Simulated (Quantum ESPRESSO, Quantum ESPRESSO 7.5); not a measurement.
# Lattice constants of boron subphosphide B12P2: PBEsol and LDA against powder diffraction

## Experiment

The reference is an X-ray diffraction measurement on single-phase, stoichiometric polycrystalline powder, from "Thermoelastic equation of state of boron subphosphide B12P2" (2016, arXiv:1612.05384). It gives both constants of the hexagonal setting, $a = 5.992 \pm 0.004$ Å and $c = 11.861 \pm 0.008$ Å. The temperature is not given with the values; I presume room temperature. One internal tension deserves notice: these constants imply a cell volume of about 368.8 Å$^3$, while the same paper has $V_0 = 366.59$ Å$^3$, a difference of roughly 0.2 % in length.

A second powder value, $a = 5.982 \pm 0.02$ Å, comes from "Melting of B12P2 boron subphosphide under pressure" (2016, arXiv:1601.02930). It was taken on as-synthesised material, and its wide uncertainty may be a misread bracket. It serves here only as a sign of the scatter.

| compared with | measured | source's wording or label | method |
| --- | --- | --- | --- |
| a (Å) | 5.992 ± 0.004 | 5.992 ± 0.004 A | X-ray diffraction * |
| c (Å) | 11.861 ± 0.008 | 11.861 ± 0.008 A | X-ray diffraction |
| a (Å) | 5.982 ± 0.02 | 5.982 ± 0.02 A | powder X-ray diffraction |

Where a quantity has several values, deviations refer to the one marked *.

Conditions are those given with the value in the passage it was taken from; "not stated" means there, and the paper may say more elsewhere. The values are a selection: others may have been left out beforehand as unlike or outlying.

## Plan

I want $a$ and $c$ of the hexagonal cell, each within 0.5 % of the reference. That is about the accuracy a good semilocal functional can be asked for in a stiff covalent solid, and it leaves room for the 0.2 % tension in the measured volumes. The calculation is static, so zero-point and thermal expansion are missing; in so stiff a boron framework I put them at a few tenths of a per cent in length, which means a sound static cell should lie slightly below the measured one.

The model is the perfect 14-atom primitive cell, $R\bar{3}m$, non-magnetic, with boron icosahedra and phosphorus pairs along the trigonal axis. Cell and atoms are relaxed together. The starting cell, $a = 5.979$ Å and $c = 11.828$ Å, is itself a product of earlier theory, so closeness to it proves nothing about experiment.

I go straight to PBEsol, which was built for equilibrium geometries of solids. LDA costs about the same but usually makes such cells too small; I keep it for scale. Before judging I will raise the cutoff and change the potentials, since either can shift a cell relaxed under stress.

Plain PBE isn't shown in this study.

System: B12P2 (boron subphosphide), rhombohedral, alpha-boron related; R-3m (No. 166), 14 atoms in the primitive cell; the database structure is a structure relaxed by earlier theory (a GGA or r2SCAN, not named), not a measurement: a = 5.979 Å, c = 11.828 Å; structure from the Materials Project.

On the selection of runs and values: Further runs on this system are not shown.

## 1. PBEsol at a moderate cutoff

I start with ultrasoft potentials at 45 Ry, which should be adequate for boron and phosphorus without the expense of a hard norm-conserving set. I expect both constants a few tenths of a per cent below the measured ones.

**Run 1.** Quantum ESPRESSO 7.5: PBEsol, GBRV ultrasoft potentials, cell and atoms relaxed from the database structure, cutoff 45 Ry (density 360 Ry), 6x6x6 k mesh, Gaussian smearing 0.02 eV.

Key lines of the input:
```
! potential files: GBRV ultrasoft potentials, made for PBEsol
&control
  calculation = 'vc-relax'
  forc_conv_thr = 2.0d-4
  etot_conv_thr = 1.0d-5
  nstep = 60
/
&system
  nat = 14
  ntyp = 2
  ecutwfc = 45
  ecutrho = 360
  nbnd = 29
  occupations = 'smearing'
  smearing = 'gaussian'
  degauss = 0.00147
/
&electrons
  conv_thr = 1.0d-8
  electron_maxstep = 100
  mixing_beta = 0.4
/
&ions
/
&cell
  press_conv_thr = 0.5
/
ATOMIC_SPECIES
  B 10.810 B.upf
  P 30.974 P.upf
[... cell and positions ...]
K_POINTS automatic
  6 6 6 0 0 0
```

Command:
```
OMP_NUM_THREADS=1 mpirun -n 4 pw.x -nk 4 -in relax.in > relax.out
```

Selected lines of the output:
```
     bfgs converged in   6 scf cycles and   5 bfgs steps
          total   stress  (Ry/bohr**3)                   (kbar)     P=       -0.01
```

Converged; 2.8 min on 4 cores of Arm Neoverse V1, shared host.

| quantity | run 1 | measured | deviation |
| --- | --- | --- | --- |
| a (Å) | 5.971 | 5.992 ± 0.004 | −0.021 (−0.4 %) |
| c (Å) | 11.792 | 11.861 ± 0.008 | −0.069 (−0.6 %) |
| conventional cell volume (Å³) | 364.06 |  |  |
| final pressure (GPa) | −0.001 |  |  |

The constant $a$ is inside the target, while $c$ falls short by 0.069 Å, just beyond its 0.5 % limit. Both are low, the direction a static cell should err in, but $c$ is lower than I expected. The volume, 364.06 Å$^3$, lies closer to the paper's $V_0$ of 366.59 Å$^3$ than to the 368.8 Å$^3$ implied by the reference constants, so the choice of measured cell matters here. The relaxation ended at negligible pressure, which settles the geometry at this basis and says little about the basis itself.

## 2. Higher cutoff and independent potentials

The shortfall in $c$ exceeds the limit by about 0.01 Å, small enough for a numerical setting to decide it. I repeat the relaxation at 61 Ry with the same potentials, and separately with norm-conserving PseudoDojo potentials at 76 Ry. I expect shifts of a few thousandths of an ångström at most; if both runs agree with the first, the shortfall in $c$ belongs to PBEsol and the static model, or to the measured value.

**Run 2.** Quantum ESPRESSO 7.5: PBEsol, GBRV ultrasoft potentials, cell and atoms relaxed from the database structure, cutoff 61 Ry (density 488 Ry), 6x6x6 k mesh, Gaussian smearing 0.02 eV.

Key lines of the input, as changed from run 1:
```diff
  &system
-   ecutwfc = 45
-   ecutrho = 360
+   ecutwfc = 61
+   ecutrho = 488
```

Command:
```
OMP_NUM_THREADS=1 mpirun -n 8 pw.x -nk 8 -in relax.in > relax.out
```

Selected lines of the output:
```
CELL_PARAMETERS (angstrom)
   0.000000000  -3.446553659   3.929760492
```

Converged; 2.1 min on 8 cores of Arm Neoverse V2, shared host.

**Run 3.** Quantum ESPRESSO 7.5: PBEsol, PseudoDojo norm-conserving potentials, cell and atoms relaxed from the database structure, cutoff 76 Ry, 6x6x6 k mesh, Gaussian smearing 0.02 eV.

Key lines of the input, as changed from run 1:
```diff
- ! potential files: GBRV ultrasoft potentials, made for PBEsol
+ ! potential files: PseudoDojo norm-conserving potentials, made for PBEsol
  &system
-   ecutwfc = 45
-   ecutrho = 360
+   ecutwfc = 76
```

Selected lines of the output:
```
CELL_PARAMETERS (angstrom)
  -0.000000000  -3.447835366   3.933118927
```

Converged; took 2.2 min.

| quantity | run 2 | run 3 | measured |
| --- | --- | --- | --- |
| a (Å) | 5.970 | 5.972 | 5.992 ± 0.004 |
| c (Å) | 11.789 | 11.799 | 11.861 ± 0.008 |
| conventional cell volume (Å³) | 363.84 | 364.42 |  |
| final pressure (GPa) | −0.005 | −0.006 |  |

The shortfall in $c$ survives both checks. The higher cutoff lowers $c$ by 0.003 Å; the norm-conserving potentials give 11.799 Å, about 0.06 Å below the reference and still just outside the limit. The two potential sets differ by 0.010 Å in $c$ when I compare the higher-cutoff ultrasoft run with the norm-conserving one, more than the few thousandths I had expected and comparable with the margin of the miss. In $a$ they differ by only 0.002 Å, and that constant stays comfortably within the target.

## 3. LDA for scale

I now set LDA beside PBEsol, with the ultrasoft potentials and the original cutoff, to see how far a change of functional moves the cell compared with the 0.010 Å between potentials. I expect LDA to contract both constants and so to widen the miss in $c$.

**Run 4.** Quantum ESPRESSO 7.5: LDA, GBRV ultrasoft potentials, cell and atoms relaxed from the database structure, cutoff 45 Ry (density 360 Ry), 6x6x6 k mesh, Gaussian smearing 0.02 eV.

Key lines of the input, as changed from run 1:
```diff
- ! potential files: GBRV ultrasoft potentials, made for PBEsol
+ ! potential files: GBRV ultrasoft potentials, made for LDA
```

Selected lines of the output:
```
     bfgs converged in   7 scf cycles and   6 bfgs steps
          total   stress  (Ry/bohr**3)                   (kbar)     P=        0.14
```

Converged; 3.1 min on 4 cores of Arm Neoverse V1, shared host.

| quantity | run 4 | measured | deviation |
| --- | --- | --- | --- |
| a (Å) | 5.933 | 5.992 ± 0.004 | −0.059 (−1.0 %) |
| c (Å) | 11.709 | 11.861 ± 0.008 | −0.152 (−1.3 %) |
| conventional cell volume (Å³) | 357.00 |  |  |
| final pressure (GPa) | 0.014 |  |  |

LDA contracts the cell as I expected and misses both targets, with $a$ low by 1.0 % and $c$ by 1.3 %. Against PBEsol at the same cutoff, $c$ drops by 0.083 Å, about eight times the 0.010 Å between the two potential sets. The choice of functional therefore matters far more here than the choice of potentials, although the latter is still comparable with the small margin by which PBEsol misses in $c$. With both functionals the relative shortfall is larger along the trigonal axis than across it.

## Summary of runs

| run | settings | a (Å) | deviation | c (Å) | deviation | cost |
| --- | --- | --- | --- | --- | --- | --- |
| 1 | PBEsol, GBRV ultrasoft potentials, cutoff 45 Ry (density 360 Ry) | 5.971 | −0.021 (−0.4 %) | 11.792 | −0.069 (−0.6 %) | 11 core-min |
| 2 | PBEsol, GBRV ultrasoft potentials, cutoff 61 Ry (density 488 Ry) | 5.970 | −0.022 (−0.4 %) | 11.789 | −0.072 (−0.6 %) | 16 core-min |
| 3 | PBEsol, PseudoDojo norm-conserving potentials, cutoff 76 Ry | 5.972 | −0.020 (−0.3 %) | 11.799 | −0.062 (−0.5 %) | 18 core-min |
| 4 | LDA, GBRV ultrasoft potentials, cutoff 45 Ry (density 360 Ry) | 5.933 | −0.059 (−1.0 %) | 11.709 | −0.152 (−1.3 %) | 12 core-min |
|  | measured | 5.992 ± 0.004 |  | 11.861 ± 0.008 |  |  |

Further runs on the same system, made beside this series (convergence steps with loose settings among them):

| further | settings | a (Å) | deviation | c (Å) | deviation | cost |
| --- | --- | --- | --- | --- | --- | --- |
| F1 | PBEsol+D3(BJ), GBRV ultrasoft potentials, cutoff 45 Ry (density 360 Ry), 6x6x6 k mesh | 5.946 | −0.046 (−0.8 %) | 11.729 | −0.132 (−1.1 %) | 14 core-min |
| F2 | PBEsol, GBRV ultrasoft potentials, cutoff 45 Ry (density 360 Ry), 3x3x3 k mesh | 5.972 | −0.020 (−0.3 %) | 11.783 | −0.078 (−0.7 %) | 4.1 core-min |
|  | measured | 5.992 ± 0.004 |  | 11.861 ± 0.008 |  |  |

## Verdict

PBEsol meets the target for $a$ and narrowly misses it for $c$. At the higher cutoff, for 16 core-minutes, $a$ is 0.4 % and $c$ 0.6 % below the reference. The norm-conserving potentials bring $c$ to 11.799 Å, still just outside the limit, and there the measurement's own uncertainty could reverse the call. The margin is too thin to rank the potential sets on.

The change of potentials was the most useful check: it moved $c$ by 0.010 Å, against 0.003 Å for the cutoff. Coarsening the k mesh to 3x3x3 moves $c$ by 0.009 Å; that is about the size of the margin of the miss, and neither a mesh denser than 6x6x6 nor a higher cutoff for the norm-conserving set is shown in this report. LDA served only for scale and makes the cell clearly too small. Adding D3 to PBEsol also contracts it, taking both constants outside the target.

The missing zero-point and thermal expansion has the right sign. At my rough estimate of a few tenths of a per cent in length, it would remove much of the shortfall and could bring $c$ inside the limit. An even expansion would not explain why $c$ is short by more than $a$; that remains open.

The reference has its own tension. The paper's $V_0$ is smaller than the volume implied by its lattice constants, and if that difference were spread evenly over the axes, PBEsol would meet both targets. A volume alone cannot fix $c$, however, so I keep the narrow miss. Phosphorus deficiency or impurities could also shift the measured cell slightly, by an amount these runs cannot establish. A phonon calculation of the expansion along each axis would be the natural next step.

[Logs are printed without paths, hosts, clocks, repeated set-up lines and the standing remarks that a program may print on its own settings, such as how far it seeks lower states.]

[The runs shown are a pick from a larger set of finished runs; failed, doubtful and other runs were left out of it ahead of writing. So were measured values far from every level or from commonly accepted values, and agreement can look better than it is. Lines of input and output are excerpts and may be shortened.]
